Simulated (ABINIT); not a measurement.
# BP (F-43m) in ABINIT: settings compared, part 2 of 3

ABINIT 10.8.3 (patched build).

### Step 3. Equation of state, AM05

Contents of run.abi:

```
# Datasets: one volume each
ndtset 7
getwfk -1
scalecart1 3*0.9795861087
scalecart2 3*0.9864848297
scalecart3 3*0.9932883884
scalecart4 3*1.0000000000
scalecart5 3*1.0066227096
scalecart6 3*1.0131594038
scalecart7 3*1.0196128224

# Pseudopotentials
pp_dirpath "./"
pseudos "P.upf, B.upf"

# Structure
acell 3.208850573 3.208850573 3.208850573 Angstrom
rprim
     0.0000000000     0.7071067812     0.7071067812
     0.7071067812     0.0000000000     0.7071067812
     0.7071067812     0.7071067812     0.0000000000
ntypat 2
znucl 15 5
natom 2
typat 1 2
xred
     0.7500000000     0.7500000000     0.7500000000
     0.0000000000     0.0000000000     0.0000000000

# Plane-wave basis
ecut 38.0

# k points
kptopt 1
ngkpt 10 10 10
nshiftk 1
shiftk 0.0 0.0 0.0

# Exchange and correlation
ixc -120135

# Bands and occupations
nband 8
occopt 3
tsmear 0.05 eV

# SCF cycle
nstep 100
tolvrs 1.0e-10

# Output
iomode 3
prtwf 1
prtden 0
prteig 0
prtebands 0
```

Potentials or basis: PseudoDojo NC SR PBEsol v0.4.1 standard.

Started as:

```console
$ abinit run.abi > log 2>&1
```

run.abo:

```text
.Version 10.8.3 of ABINIT
 DATASET    1 : space group F-4 3 m (#216); Bravais cF (face-center cubic)
================================================================================
 Values of the parameters that define the memory need for DATASET  1.
     intxc =       0    ionmov =       0      iscf =       7    lmnmax =       6
     lnmax =       6     mgfft =      36  mpssoang =       3    mqgrid =    3001
     natom =       2  nloc_mem =       1    nspden =       1   nspinor =       1
    nsppol =       1      nsym =      24    n1xccc =    2501    ntypat =       2
    occopt =       3   xclevel =       2
       mpw =        1672          nfft =       46656          nkpt =          47
================================================================================
================================================================================
[... 61 lines left out ...]
 DATASET    7 : space group F-4 3 m (#216); Bravais cF (face-center cubic)
================================================================================
 Values of the parameters that define the memory need for DATASET  7.
     intxc =       0    ionmov =       0      iscf =       7    lmnmax =       6
     lnmax =       6     mgfft =      36  mpssoang =       3    mqgrid =    3001
     natom =       2  nloc_mem =       1    nspden =       1   nspinor =       1
    nsppol =       1      nsym =      24    n1xccc =    2501    ntypat =       2
    occopt =       3   xclevel =       2
       mpw =        1885          nfft =       46656          nkpt =          47
================================================================================
================================================================================

--------------------------------------------------------------------------------
------------- Echo of variables that govern the present computation ------------
--------------------------------------------------------------------------------
 -outvars: echo values of preprocessed input variables --------
            acell      6.0638487619E+00  6.0638487619E+00  6.0638487619E+00 Bohr
              amu      3.09737620E+01  1.08110000E+01
             ecut      3.80000000E+01 Hartree
           getwfk          -1
              ixc     -120135
           jdtset        1    2    3    4    5    6    7
         kptrlatt       10    0    0      0   10    0      0    0   10
          kptrlen1     5.94006201E+01
          kptrlen2     5.98189481E+01
          kptrlen3     6.02315056E+01
[... 120 lines left out ...]
--------------------------------------------------------------------------------

================================================================================

--- !BeginCycle
iteration_state: {dtset: 1, }
solver: {iscf: 7, nstep: 100, nline: 4, wfoptalg: 0, }
tolerances: {tolvrs: 1.00E-10, }
...
[... 985 lines left out ...]
-Cartesian components of stress tensor (GPa)         [Pressure= -1.0550E+01 GPa]
- sigma(1 1)=  1.05498803E+01  sigma(3 2)=  0.00000000E+00
- sigma(2 2)=  1.05498803E+01  sigma(3 1)=  0.00000000E+00
- sigma(3 3)=  1.05498803E+01  sigma(2 1)=  0.00000000E+00

== END DATASET(S) ==============================================================
================================================================================

 -outvars: echo values of variables after computation  --------
            acell      6.0638487619E+00  6.0638487619E+00  6.0638487619E+00 Bohr
           etotal1    -9.8741676573E+00
           etotal2    -9.8749009235E+00
           etotal3    -9.8752181983E+00
           etotal4    -9.8751579049E+00
           etotal5    -9.8747548162E+00
           etotal6    -9.8740407892E+00
           etotal7    -9.8730443551E+00
            fcart1    -1.2520832147E-31 -1.2520832147E-31  3.7562496440E-31
                       1.2520832147E-31  1.2520832147E-31 -3.7562496440E-31
            fcart2     6.2166355076E-32  6.2166355076E-32 -1.8649906523E-31
                      -6.2166355076E-32 -6.2166355076E-32  1.8649906523E-31
            fcart3    -0.0000000000E+00 -0.0000000000E+00 -0.0000000000E+00
                      -0.0000000000E+00 -0.0000000000E+00 -0.0000000000E+00
            fcart4    -0.0000000000E+00 -0.0000000000E+00 -0.0000000000E+00
                      -0.0000000000E+00 -0.0000000000E+00 -0.0000000000E+00
            fcart5    -2.4369077159E-31 -2.4369077159E-31  7.3107231477E-31
                       2.4369077159E-31  2.4369077159E-31 -7.3107231477E-31
[... 38 lines left out ...]
                       0.0000000000E+00  0.0000000000E+00  0.0000000000E+00
           xangst1     3.3340213210E+00  3.3340213210E+00  3.3340213210E+00
                       0.0000000000E+00  0.0000000000E+00  0.0000000000E+00
           xangst2     3.3575011179E+00  3.3575011179E+00  3.3575011179E+00
                       0.0000000000E+00  0.0000000000E+00  0.0000000000E+00
           xangst3     3.3806570300E+00  3.3806570300E+00  3.3806570300E+00
                       0.0000000000E+00  0.0000000000E+00  0.0000000000E+00
           xangst4     3.4035000000E+00  3.4035000000E+00  3.4035000000E+00
                       0.0000000000E+00  0.0000000000E+00  0.0000000000E+00
           xangst5     3.4260403922E+00  3.4260403922E+00  3.4260403922E+00
                       0.0000000000E+00  0.0000000000E+00  0.0000000000E+00
           xangst6     3.4482880309E+00  3.4482880309E+00  3.4482880309E+00
                       0.0000000000E+00  0.0000000000E+00  0.0000000000E+00
           xangst7     3.4702522411E+00  3.4702522411E+00  3.4702522411E+00
                       0.0000000000E+00  0.0000000000E+00  0.0000000000E+00
             xred      7.5000000000E-01  7.5000000000E-01  7.5000000000E-01
                       0.0000000000E+00  0.0000000000E+00  0.0000000000E+00
 Calculation completed.
```

It took 98 s on 1 thread of Arm Neoverse V2, shared host; peak memory 0.11 GiB.

What came out:

```
Equilibrium volume                      : 11.52 Å³/atom
Bulk modulus                            : 168 GPa
Pressure derivative of the bulk modulus : 3.8
```

Energy against volume, from the lowest point:
```csv
volume (Å³/atom),energy (meV/atom)
10.981,14.29
11.214,4.32
11.448,0.00
11.682,0.82
11.915,6.30
12.149,16.02
12.383,29.58
```

Caveat: pressures at fixed basis lie under the slope of the energies; the potentials were made for another functional, which shifts forces and pressure.

### Step 4. Equation of state, BLYP+D3(BJ)

Changes to run.abi since step 3:

```diff
@@ -13,6 +13,6 @@
 pp_dirpath "./"
-pseudos "P.upf, B.upf"
+pseudos "P.GGA_PBE-JTH.xml, B.GGA_PBE-JTH.xml"
 
 # Structure
-acell 3.208850573 3.208850573 3.208850573 Angstrom
+acell 6.0638487579 6.0638487579 6.0638487579
 rprim
@@ -30,3 +30,4 @@
 # Plane-wave basis
-ecut 38.0
+ecut 20.0
+pawecutdg 40.0
 
@@ -39,3 +40,4 @@
 # Exchange and correlation
-ixc -120135
+ixc -106131
+vdw_xc 7
 
@@ -44,3 +46,3 @@
 occopt 3
-tsmear 0.05 eV
+tsmear 0.00183747
 
@@ -48,3 +50,3 @@
 nstep 100
-tolvrs 1.0e-10
+tolvrs 1.0e-9
 
@@ -56 +58,2 @@
 prtebands 0
+enunit 1
```

Potentials or basis: JTH PAW PBE v2.0.

Started as:

```console
$ abinit run.abi > log 2>&1
```

Run time: 51 s. Hardware: 1 thread of Arm Neoverse V2, shared host; peak memory 0.12 GiB.

The run converged. Its results:

```
Equilibrium volume                      : 11.45 Å³/atom
Bulk modulus                            : 168 GPa
Pressure derivative of the bulk modulus : 3.8
```

Energy against volume, from the lowest point:
| volume (Å³/atom) | energy (meV/atom) |
| --- | --- |
| 10.981 | 10.65 |
| 11.214 | 2.56 |
| 11.448 | 0.00 |
| 11.682 | 2.40 |
| 11.915 | 9.35 |
| 12.149 | 20.41 |
| 12.383 | 35.17 |

Caveat: pressures at fixed basis lie under the slope of the energies; the PAW data sets were made with another functional, which shifts forces and pressure a little.

### Step 5. Equation of state, LDA-PZ

Contents of run.abi:

```
# Datasets: one volume each
ndtset 7
getwfk -1
scalecart1 3*0.9795861087
scalecart2 3*0.9864848297
scalecart3 3*0.9932883884
scalecart4 3*1.0000000000
scalecart5 3*1.0066227096
scalecart6 3*1.0131594038
scalecart7 3*1.0196128224

# Pseudopotentials
pp_dirpath "./"
pseudos "P.upf, B.upf"

# Structure
acell 3*1.0 Angstrom
rprim
     0.0000000000     2.2690000000     2.2690000000
     2.2690000000     0.0000000000     2.2690000000
     2.2690000000     2.2690000000     0.0000000000
ntypat 2
znucl 15 5
natom 2
typat 1 2
xred
     0.7500000000     0.7500000000     0.7500000000
     0.0000000000     0.0000000000     0.0000000000

# Plane-wave basis
ecut 38.0

# k points
kptopt 1
ngkpt 10 10 10
nshiftk 1
shiftk 0.0 0.0 0.0

# Exchange and correlation
ixc 2

# Bands and occupations
nband 8
occopt 3
tsmear 0.05 eV

# SCF cycle
nstep 100
tolvrs 1.0e-10

# Output
iomode 3
prtwf 1
prtden 0
prteig 0
prtebands 0
```

Potentials or basis: PseudoDojo NC SR LDA v0.4.1 standard.

Started as:

```console
$ abinit run.abi > log 2>&1
```

run.abo:

```text
.Version 10.8.3 of ABINIT
 DATASET    1 : space group F-4 3 m (#216); Bravais cF (face-center cubic)
================================================================================
 Values of the parameters that define the memory need for DATASET  1.
     intxc =       0    ionmov =       0      iscf =       7    lmnmax =       6
     lnmax =       6     mgfft =      36  mpssoang =       3    mqgrid =    3001
     natom =       2  nloc_mem =       1    nspden =       1   nspinor =       1
    nsppol =       1      nsym =      24    n1xccc =    2501    ntypat =       2
    occopt =       3   xclevel =       1
       mpw =        1672          nfft =       46656          nkpt =          47
================================================================================
================================================================================
[... 61 lines left out ...]
 DATASET    7 : space group F-4 3 m (#216); Bravais cF (face-center cubic)
================================================================================
 Values of the parameters that define the memory need for DATASET  7.
     intxc =       0    ionmov =       0      iscf =       7    lmnmax =       6
     lnmax =       6     mgfft =      36  mpssoang =       3    mqgrid =    3001
     natom =       2  nloc_mem =       1    nspden =       1   nspinor =       1
    nsppol =       1      nsym =      24    n1xccc =    2501    ntypat =       2
    occopt =       3   xclevel =       1
       mpw =        1885          nfft =       46656          nkpt =          47
================================================================================
================================================================================

--------------------------------------------------------------------------------
------------- Echo of variables that govern the present computation ------------
--------------------------------------------------------------------------------
 -outvars: echo values of preprocessed input variables --------
            acell      1.8897261259E+00  1.8897261259E+00  1.8897261259E+00 Bohr
              amu      3.09737620E+01  1.08110000E+01
             ecut      3.80000000E+01 Hartree
           getwfk          -1
              ixc           2
           jdtset        1    2    3    4    5    6    7
         kptrlatt       10    0    0      0   10    0      0    0   10
          kptrlen1     5.94006201E+01
          kptrlen2     5.98189481E+01
          kptrlen3     6.02315056E+01
[... 124 lines left out ...]
--------------------------------------------------------------------------------

================================================================================

--- !BeginCycle
iteration_state: {dtset: 1, }
solver: {iscf: 7, nstep: 100, nline: 4, wfoptalg: 0, }
tolerances: {tolvrs: 1.00E-10, }
...
[... 1002 lines left out ...]
-Cartesian components of stress tensor (GPa)         [Pressure= -1.3414E+01 GPa]
- sigma(1 1)=  1.34141849E+01  sigma(3 2)=  0.00000000E+00
- sigma(2 2)=  1.34141849E+01  sigma(3 1)=  0.00000000E+00
- sigma(3 3)=  1.34141849E+01  sigma(2 1)=  0.00000000E+00

== END DATASET(S) ==============================================================
================================================================================

 -outvars: echo values of variables after computation  --------
            acell      1.8897261259E+00  1.8897261259E+00  1.8897261259E+00 Bohr
           etotal1    -9.9472877867E+00
           etotal2    -9.9476498745E+00
           etotal3    -9.9476103721E+00
           etotal4    -9.9472061721E+00
           etotal5    -9.9464713430E+00
           etotal6    -9.9454371427E+00
           etotal7    -9.9441318835E+00
            fcart1    -0.0000000000E+00 -0.0000000000E+00 -0.0000000000E+00
                      -0.0000000000E+00 -0.0000000000E+00 -0.0000000000E+00
            fcart2    -0.0000000000E+00 -0.0000000000E+00 -0.0000000000E+00
                      -0.0000000000E+00 -0.0000000000E+00 -0.0000000000E+00
            fcart3    -0.0000000000E+00 -0.0000000000E+00 -0.0000000000E+00
                      -0.0000000000E+00 -0.0000000000E+00 -0.0000000000E+00
            fcart4    -0.0000000000E+00 -0.0000000000E+00 -0.0000000000E+00
                      -0.0000000000E+00 -0.0000000000E+00 -0.0000000000E+00
            fcart5    -0.0000000000E+00 -0.0000000000E+00 -0.0000000000E+00
                      -0.0000000000E+00 -0.0000000000E+00 -0.0000000000E+00
[... 38 lines left out ...]
                       0.0000000000E+00  0.0000000000E+00  0.0000000000E+00
           xangst1     3.3340213210E+00  3.3340213210E+00  3.3340213210E+00
                       0.0000000000E+00  0.0000000000E+00  0.0000000000E+00
           xangst2     3.3575011179E+00  3.3575011179E+00  3.3575011179E+00
                       0.0000000000E+00  0.0000000000E+00  0.0000000000E+00
           xangst3     3.3806570299E+00  3.3806570299E+00  3.3806570299E+00
                       0.0000000000E+00  0.0000000000E+00  0.0000000000E+00
           xangst4     3.4035000000E+00  3.4035000000E+00  3.4035000000E+00
                       0.0000000000E+00  0.0000000000E+00  0.0000000000E+00
           xangst5     3.4260403921E+00  3.4260403921E+00  3.4260403921E+00
                       0.0000000000E+00  0.0000000000E+00  0.0000000000E+00
           xangst6     3.4482880308E+00  3.4482880308E+00  3.4482880308E+00
                       0.0000000000E+00  0.0000000000E+00  0.0000000000E+00
           xangst7     3.4702522410E+00  3.4702522410E+00  3.4702522410E+00
                       0.0000000000E+00  0.0000000000E+00  0.0000000000E+00
             xred      7.5000000000E-01  7.5000000000E-01  7.5000000000E-01
                       0.0000000000E+00  0.0000000000E+00  0.0000000000E+00
 Calculation completed.
```

Wall time 88 s (1 thread of Arm Neoverse V2, shared host); peak memory 0.1 GiB.

Results:

```
Equilibrium volume                      : 11.31 Å³/atom
Bulk modulus                            : 175 GPa
Pressure derivative of the bulk modulus : 3.8
```

Energy against volume, from the lowest point:
```csv
volume (Å³/atom),energy (meV/atom)
10.981,4.93
11.214,0.00
11.448,0.54
11.682,6.04
11.915,16.03
12.149,30.11
12.383,47.86
```

Caveat: pressures at fixed basis lie under the slope of the energies.

[end of part 2 of 3]
